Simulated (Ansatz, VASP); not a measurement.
**SbS4 in VASP and in Ansatz**

INCAR

```
PREC = Accurate
ENCUT = 520
EDIFF = 1E-6
ISMEAR = 0
SIGMA = 0.1
LREAL = F
LASPH = T
NELM = 100
ALGO = Normal
ISIF = 2
LWAVE = F
LCHARG = T
GGA = PE
LELF = T
LVHAR = T
NBANDS = 22
```

KPOINTS

```
Automatic mesh
0
Gamma
  8 8 8
```

File POSCAR:

```
SbS4
1.0
   -3.0904270626      3.0904270626      3.0904270626
    3.0904270626     -3.0904270626      3.0904270626
    3.0904270626      3.0904270626     -3.0904270626
Sb S
1 4
Direct
    0.0000000000      0.0000000000      0.0000000000
    0.5000000000      0.5000000000      0.5000000000
    0.0000000000      0.0000000000      0.5000000000
    0.0000000000      0.5000000000      0.0000000000
    0.5000000000      0.0000000000      0.0000000000
```

Input for Ansatz:

```yaml
crystal:
  lattice:
    - [-3.0904270626, 3.0904270626, 3.0904270626]
    - [3.0904270626, -3.0904270626, 3.0904270626]
    - [3.0904270626, 3.0904270626, -3.0904270626]
  atoms:
    - { symbol: Sb, position: [0.0, 0.0, 0.0] }
    - { symbol: S, position: [0.5, 0.5, 0.5] }
    - { symbol: S, position: [0.0, 0.0, 0.5] }
    - { symbol: S, position: [0.0, 0.5, 0.0] }
    - { symbol: S, position: [0.5, 0.0, 0.0] }
basis:
  ecutwfc: 420
kpoints:
  mp_grid: { grid: [8, 8, 8] }
  band_path:
    path:
      - [[0.0, 0.0, 0.0], [0.5, -0.5, 0.5], [0.0, 0.0, 0.5], [0.0, 0.0, 0.0], [0.25, 0.25, 0.25], [0.5, -0.5, 0.5]]
      - [[0.25, 0.25, 0.25], [0.0, 0.0, 0.5]]
    npoints: 14
hamiltonian:
  xc: pbe
scf:
  occupations: { method: gaussian, width: 0.1 }
  n_extra_bands: 12
output:
  forces: true
  stress: true
  eigenvalues: true
  populations: true
  dos: { projected: true, de: 0.02, nscf_kmesh: { grid: [10, 10, 10] } }
  bader: true
```

The cell was built by a generator and needn't be a form met in nature.

Alike in both runs: task single point; functional PBE; k mesh 8 × 8 × 8; occupations gaussian, width 0.1 eV; no spin polarisation.

|  | VASP | Ansatz |
| --- | --- | --- |
| version | VASP 6.6.1 | Ansatz 0.2.0 |
| potentials or method | VASP PAW PBE potentials, release 64 (Sb, S) | scalar-relativistic, plane waves, PAW |
| plane-wave cutoff (eV) | 520 | 420 |
| valence electrons in the cell | 29 | 39 |

```tsv
	VASP	Ansatz	Ansatz less VASP
gap on the k mesh at the Fermi level (eV)	none	none	-
pressure (GPa)	-0.2	0.0	+0.17
```

A gap of «none» marks a metal or a gap that the smearing closes. With one functional, cell and mesh, what is left measures potentials, basis and numerics. The two sets of potentials don't hold the same shells in valence.

The runs have no spin-orbit coupling, so splittings on Sb are missing.
